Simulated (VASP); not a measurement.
# Mo (Im-3m) in VASP: single point with PBEsol

Aim: the single point of Mo with PBEsol.

Everything below comes from runs of VASP 6.6.1. Logs are shortened: lines on timing, memory, paths and dates and some standing lists are left out, and cuts for length are marked.

### 1 Starting point

It takes space group Im-3m (No. 229, cubic). The conventional cell has a = 3.131 Å, b = 3.131 Å, c = 3.131 Å, α = 90.00°, β = 90.00°, γ = 90.00°. Mo (site symmetry m-3m) has 8 Mo at 2.71 Å as nearest neighbours.

### 2 Single point, PBEsol

INCAR

```
PREC     = Accurate       # precision mode
ENCUT    = 520            # plane-wave cutoff, eV
EDIFF    = 1E-7           # SCF threshold, eV
ISMEAR   = 1              # smearing method
SIGMA    = 0.1            # smearing width, eV
LREAL    = F              # projectors in reciprocal space
LASPH    = T              # aspherical terms in the spheres
NELM     = 80             # most SCF steps
ALGO     = Normal         # electronic algorithm
ISIF     = 2              # what is computed and relaxed
LWAVE    = F              # write WAVECAR
LCHARG   = F              # write CHGCAR
GGA      = PS             # functional
NBANDS   = 13             # bands
ICORELEVEL= 1
```

KPOINTS

```
Automatic mesh
0
Gamma
  15 15 24
```

POSCAR

```
Mo
1.0
    2.7112293600      0.0000000000      0.0000000000
   -0.9037431200      2.5561715500      0.0000000000
    0.9037431200      1.2780857800      2.2137095000
Mo
1
Direct
    0.0000000000      0.0000000000      0.0000000000
```

Potentials or basis: VASP PAW PBE potentials, release 64 (Mo_sv).

Launch:

```sh
$ cat potpaw_PBE.64/Mo_sv/POTCAR > POTCAR
$ mpirun -np 1 vasp_std > vasp.out
```

OUTCAR:

```text
PREC = Accurate
   ENCUT = 520
   EDIFF = 1E-7
   ISMEAR = 1
   LREAL = F
   LASPH = T
   NELM = 80
   ISIF = 2
   GGA = PS

 ion  position               nearest neighbor table
   1  0.000  0.000  0.000-

  LATTYP: Found a body centered cubic cell.
 ALAT       =     3.1306579953

  Lattice vectors:

 A1 = (   0.9037431200,   1.2780857700,  -2.2137095000)
 A2 = (  -2.7112293600,   0.0000000000,   0.0000000000)
 A3 = (   0.9037431200,   1.2780857800,   2.2137095000)

Analysis of symmetry for initial positions (statically):
=====================================================================
 Subroutine PRICEL returns:
 Original cell was already a primitive cell.

 Routine SETGRP: Setting up the symmetry group for a
 body centered cubic supercell.

 Subroutine GETGRP returns: Found 48 space group operations
 (whereof 48 operations were pure point group operations)
 out of a pool of 48 trial point group operations.

The static configuration has the point symmetry O_h .

Analysis of symmetry for dynamics (positions and initial velocities):
=====================================================================
 Subroutine PRICEL returns:
 Original cell was already a primitive cell.

 Routine SETGRP: Setting up the symmetry group for a
 body centered cubic supercell.

 Subroutine GETGRP returns: Found 48 space group operations
 (whereof 48 operations were pure point group operations)
 out of a pool of 48 trial point group operations.

The dynamic configuration has the point symmetry O_h .

 Subroutine INISYM returns: Found 48 space group operations
 (whereof 48 operations are pure point group operations),
 and found     1 'primitive' translations

----------------------------------------------------------------------------------------

                                     Primitive cell

  volume of cell :      15.3418

  direct lattice vectors                    reciprocal lattice vectors
     2.711229360  0.000000000  0.000000000     0.368836372  0.130403350 -0.225865228
    -0.903743120  2.556171550  0.000000000     0.000000000  0.391210050 -0.225865228
     0.903743120  1.278085780  2.213709500     0.000000000  0.000000000  0.451730455

  length of vectors
     2.711229360  2.711229356  2.711229359     0.451730455  0.451730456  0.451730455

  position of ions in fractional coordinates (direct lattice)
     0.000000000  0.000000000  0.000000000

  ion indices of the primitive-cell ions
   primitive index   ion index
                 1           1

[... 105 lines left out ...]
   NUPDOWN=      -1.0000    fix difference up-down
   EMIN   =  10.00;   EMAX   =-10.00  energy-range for DOS
   EFERMI =   0.00;   METHOD = LEGACY
   ISMEAR =     1;   SIGMA  =   0.10  broadening in eV -4-tet -1-fermi 0-gaus
   EFERMI_NEDOS =   21; number of points for ismear=-14 and -15
   IALGO  =     38    algorithm
   IMIX   =      4    mixing-type and parameters
     AMIX     =   0.40;   BMIX     =  1.00
     AMIX_MAG =   1.60;   BMIX_MAG =  1.00
  volume/ion in A,a.u.               =      15.34       103.53
  Fermi-wavevector in a.u.,A,eV,Ry     =   1.587908  3.000710 34.306415  2.521450
  Thomas-Fermi vector in A             =   2.686993
   LORBIT       =      0    0 simple, 1 ext, 2 COOP (PROOUT), +10 PAW based schemes
   GGA     = PS    functional components
   LHFCALC =     F    Hartree Fock is set to
   AEXX    =    0.0000 exact exchange contribution
   IVDW    =     0    specifies the selected vdW correction
   LEPSILON=     F    determine dielectric tensor
   LRPA    =     F    only Hartree local field effects (RPA)
 non-spin polarized calculation
 Methfessel and Paxton  Order N= 1 SIGMA  =   0.10
  energy-cutoff  :      520.00
  volume of cell :       15.34
 maximum number of plane-waves:       426
   NGX =  9   NGY =  9   NGZ =  9

 number of electron      13.9999998 magnetization

 Free energy of the ion-electron system (eV)
  ---------------------------------------------------
  ext. energy  EPLUGINS =         0.00000000
  ---------------------------------------------------
  free energy    TOTEN  =       -11.77663065 eV

  energy without entropy =      -11.77650326  energy(sigma->0) =      -11.77658818

 the core state eigenenergies are
   1-  1s -19803.2082  2s  -2783.3932  2p  -2486.3930  3s   -460.5945  3p   -363.3015
       3d   -205.1252

 E-fermi :  12.7531     XC(G=0): -13.6349

 val. band max:       12.7502459208   @ k =  -0.2000   0.1333   0.0833
 cond. band min:      12.7577573428   @ k =  -0.2000   0.2000   0.1667
 fundamental gap:      0.0075114221
 Fermi energy:        12.7530718660

 k-point     1 :       0.0000    0.0000    0.0000
  band No.  band energies     occupation
      1     -48.4300      2.00000
      2     -21.6724      2.00000
      3     -21.6724      2.00000
      4     -21.6724      2.00000
      5       5.4217      2.00000
      6      11.3644      2.00000
      7      11.3644      2.00000
      8      11.3644      2.00000
      9      14.4486     -0.00000
     10      14.4486     -0.00000
     11      27.6037      0.00000
     12      27.6037      0.00000
     13      27.6037      0.00000
[... 354 lines left out ...]
  band No.  band energies     occupation
      1     -48.1198      2.00000
      2     -22.9898      2.00000
      3     -22.3674      2.00000
      4     -21.8268      2.00000
      5       8.3279      2.00000
      6       9.6077      2.00000
      7      11.7883      2.00000
      8      14.3578     -0.00000
      9      15.5729      0.00000
     10      20.4428      0.00000
     11      23.6628      0.00000
     12      25.7718      0.00000
     13      29.2274      0.00000

 [... further k-points ...]

------------------------ aborting loop because EDIFF is reached ----------------------------------------

  FORCE on cell =-STRESS in cart. coord.  units (eV):
  Direction    XX          YY          ZZ          XY          YZ          ZX
  --------------------------------------------------------------------------------------
  -------------------------------------------------------------------------------------
  Total        0.0340312      0.0340312      0.0340312     -0.0000000      0.0000000      0.0000000
  in kB        3.5539436      3.5539436      3.5539436     -0.0000000      0.0000000      0.0000000
  external PRESSURE =       3.5539436 kB  Pullay stress =       0.0000000 kB

 VOLUME and BASIS-vectors are now :
 -----------------------------------------------------------------------------
  energy-cutoff  :      520.00
  volume of cell :       15.34
      direct lattice vectors                 reciprocal lattice vectors
     2.711229360  0.000000000  0.000000000     0.368836372  0.130403350 -0.225865228
    -0.903743120  2.556171550  0.000000000     0.000000000  0.391210050 -0.225865228
     0.903743120  1.278085780  2.213709500     0.000000000  0.000000000  0.451730455

 POSITION                                       TOTAL-FORCE (eV/Angst)
 -----------------------------------------------------------------------------------
      0.00000      0.00000      0.00000        -0.000000      0.000000      0.000000
 -----------------------------------------------------------------------------------
    total drift:                               -0.000000      0.000000     -0.000000

  FREE ENERGIE OF THE ION-ELECTRON SYSTEM (eV)
  ---------------------------------------------------
  free  energy   TOTEN  =       -11.7766306457 eV

  energy  without entropy=      -11.7765032620  energy(sigma->0) =      -11.77658818
```

OSZICAR:

```text
N       E                     dE             d eps       ncg     rms          rms(c)
DAV:   1     0.916623787773E+02    0.91662E+02   -0.80430E+03 32697   0.111E+03
DAV:   2    -0.113690846579E+02   -0.10303E+03   -0.99214E+02 37398   0.312E+02
DAV:   3    -0.125278671802E+02   -0.11588E+01   -0.11561E+01 36413   0.329E+01
DAV:   4    -0.125304294393E+02   -0.25623E-02   -0.25622E-02 36478   0.188E+00
DAV:   5    -0.125304452308E+02   -0.15791E-04   -0.15789E-04 36688   0.132E-01    0.166E+01
DAV:   6    -0.118779992492E+02    0.65245E+00   -0.77422E-01 33313   0.108E+01    0.452E+00
DAV:   7    -0.117824774030E+02    0.95522E-01   -0.15419E-01 36373   0.456E+00    0.962E-01
DAV:   8    -0.117766405169E+02    0.58369E-02   -0.41745E-03 33533   0.828E-01    0.192E-01
DAV:   9    -0.117766240862E+02    0.16431E-04   -0.99976E-05 38528   0.122E-01    0.825E-02
DAV:  10    -0.117766306152E+02   -0.65290E-05   -0.97133E-06 33668   0.367E-02    0.522E-03
DAV:  11    -0.117766307445E+02   -0.12935E-06   -0.15334E-07 34055   0.423E-03    0.851E-04
DAV:  12    -0.117766306438E+02    0.10070E-06   -0.66072E-09 17239   0.959E-04    0.406E-05
DAV:  13    -0.117766306457E+02   -0.18692E-08   -0.46593E-10 16774   0.245E-04
   1 F= -.11776631E+02 E0= -.11776588E+02  d E =-.127384E-03
```

stdout:

```text
POSCAR found type information on POSCAR Mo
 POSCAR found :  1 types and       1 ions
 scaLAPACK will be used
 -----------------------------------------------------------------------------
|                                                                             |
|                                                                             |
[... 21 lines left out ...]
|     Results are often still useful ...                                      |
|                                                                             |
 -----------------------------------------------------------------------------

 POSCAR, INCAR and KPOINTS ok, starting setup
 FFT: planning ... GRIDC
 FFT: planning ... GRID_SOFT
 FFT: planning ... GRID
 WAVECAR not read
 entering main loop
```

It took 3.9 min on 1 thread of Intel Xeon Platinum 8375C at 2.90GHz (Ice Lake), shared host; peak memory 0.32 GiB.

What came out:

```
Free energy            : -11.7766 eV
Pressure               : 0.4 GPa
Band gap on the k mesh : none (metal or under the smearing width)
```

Levels at points of the mesh, in eV from the Fermi level:
```tsv
k point	band 3	band 4	band 5	band 6	band 7	band 8	band 9	band 10	band 11	band 12
(0.00, 0.00, 0.00)	-34.43	-34.43	-7.33	-1.39	-1.39	-1.39	1.70	1.70	14.85	14.85
(0.00, 0.00, 0.50)	-34.90	-34.44	-5.45	-3.49	1.69	1.74	2.39	4.93	11.94	11.98
```

Core levels (eV, on the scale of the bands):
| atom | levels |
| --- | --- |
| 1 Mo | 1s -19803.2, 2s -2783.4, 2p -2486.4, 3s -460.6, 3p -363.3, 3d -205.1 |

Caveat: the PAW data sets were made with another functional, which shifts forces and pressure a little.
